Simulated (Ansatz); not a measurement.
The cell is COD entry 1534488, as deposited and not checked against the literature; nothing was relaxed. The listed cell was then made from it by scaling, straining or moving an atom.

An input for Sn: DFT, PBE, all-electron LAPW, scalar-relativistic (Ansatz 0.2.0).

Command: `ansatz run input.yaml --threads 1 --pin off --max-ram 3072MiB --backend cpu --events-out ev --progress --plain --runs-dir out` The run took 87 s on 1 thread of Arm Neoverse V1 (shared host), peak memory 0.87 GiB.

```yaml
crystal:
  lattice:
    - [-2.8866915, 2.8866915, 1.59065]
    - [2.8866915, -2.8866915, 1.59065]
    - [2.8866915, 2.8866915, -1.59065]
  atoms:
    - { symbol: Sn, position: [0.0, 0.0, 0.0] }
    - { symbol: Sn, position: [0.75, 0.25, 0.5] }
kpoints:
  mp_grid: { grid: [15, 15, 15] }
  band_path:
    path:
      - [0.0, 0.0, 0.0]
      - [0.0, 0.0, 0.5]
      - [-0.5, 0.5, 0.5]
      - [0.0, 0.0, 0.0]
      - [0.32590817, 0.32590817, -0.32590817]
      - [-0.32590817, 0.67409183, 0.32590817]
      - [-0.5, 0.5, 0.5]
      - [0.0, 0.0, 0.5]
      - [0.25, 0.25, 0.25]
    npoints: 5
scf:
  occupations: { method: fermi_dirac, width: 0.05 }
hamiltonian:
  xc: pbe
  pseudopotentials: { kind: all_electron, lapw: { basis_error: 0.0005 } }
output:
  forces: true
  stress: true
  eigenvalues: true
```

Set-up and iterations as logged by Ansatz (the results part is left out, to be predicted):

```
LAPW: plane waves up to 7.842 Å⁻¹, error target 5.0e-4 eV per atom; small_component_spin mean_spin; Sn in spheres of 1.497 Å, 22 of its electrons in bands, Dirac shells []
Engine: ansatz 0.2.0
Pseudopotentials: kind: all_electron
Pseudopotential: Sn, LAPW, valence charge 22, Koelling and Harmon's equation, gaussian nucleus
Functional definition: PBE
  parameter kappa = 0.804
  parameter beta = 0.06672455060314922
  exchange = pbe_x(kappa = kappa, mu = beta*pi^2/3)
  correlation = pbe_c(beta = beta)
Crystal: 2 atoms, lattice volume = 53.019 Å³
Basis set: ecut = 234.28156206393973 eV, 419 PW (Γ), FFT grids on a1+a2, a2, a3, exchange–correlation at level 2
Bands: 27, of which v1, the nominal top of the filled ones, is band 22 counted from 1 (21 counted from 0)
Symmetry: 16 space group operations
Space group: I41/amd (ITA 141), of the structure as read, at distance tolerance 3.8e-5 Å
k-points: 288 of 3375
Non-local potential: Sn, projectors of the file, none
Initial density: superposition of atomic densities (chi_scale 0.1, normalization cell)
Initial wavefunctions: plane waves of lowest kinetic energy (no species holds an atomic orbital)
Functional: x = pbe(κ = 0.804, μ = 0.2195149727645171), c = pbe(β = 0.06672455060314922)
iter 1 solved again at ethr=8.61e-5 eV; its pass at ethr=1.00e-1 eV (dr2=3.79e-2 eV) is discarded
SCF iter   1: F=—  HF=-336178.762106 eV  |F-HF|=—  |Δ(HF+E_count)|=         —  Δρ=1.02e-2  dr2=3.81e-2  ethr=8.61e-5  ⟨swp⟩=3.0  Hψ=53223  notcnv=0
SCF iter   2: F=—  HF=-336178.741198 eV  |F-HF|=—  |Δ(HF+E_count)|=   2.09e-2  Δρ=6.84e-3  dr2=1.98e-2  ethr=8.61e-5  ⟨swp⟩=2.0  Hψ=23247  notcnv=0
SCF iter   3: F=—  HF=-336178.742967 eV  |F-HF|=—  |Δ(HF+E_count)|=   1.77e-3  Δρ=3.70e-3  dr2=6.49e-3  ethr=4.50e-5  ⟨swp⟩=2.0  Hψ=22503  notcnv=0
SCF iter   4: F=—  HF=-336178.744211 eV  |F-HF|=—  |Δ(HF+E_count)|=   1.24e-3  Δρ=1.27e-3  dr2=9.84e-4  ethr=1.48e-5  ⟨swp⟩=2.0  Hψ=22488  notcnv=0
iter 5 solved again at ethr=9.65e-8 eV; its pass at ethr=2.24e-6 eV (dr2=4.25e-5 eV) is discarded
SCF iter   5: F=—  HF=-336178.744344 eV  |F-HF|=—  |Δ(HF+E_count)|=   1.32e-4  Δρ=2.33e-4  dr2=4.26e-5  ethr=9.65e-8  ⟨swp⟩=2.0  Hψ=38393  notcnv=0
SCF iter   6: F=—  HF=-336178.744350 eV  |F-HF|=—  |Δ(HF+E_count)|=   6.64e-6  Δρ=9.82e-5  dr2=7.76e-6  ethr=9.65e-8  ⟨swp⟩=2.0  Hψ=22473  notcnv=0
SCF iter   7: F=—  HF=-336178.744353 eV  |F-HF|=—  |Δ(HF+E_count)|=   3.03e-6  Δρ=2.30e-5  dr2=3.79e-7  ethr=1.76e-8  ⟨swp⟩=3.0  Hψ=23497  notcnv=0
SCF iter   8: F=-336178.744353 eV  HF=-336178.744353 eV  |F-HF|=1.01e-8  |Δ(HF+E_count)|=   5.75e-8  Δρ=6.21e-6  dr2=1.44e-8  ethr=8.61e-10  ⟨swp⟩=2.0  Hψ=22473  notcnv=0
```

Problem. What pressure will this run report?

Solution. 3.93 GPa (positive in compression).

Problem. Is there a band gap?

Solution. none: bands cross the Fermi level, a metal.
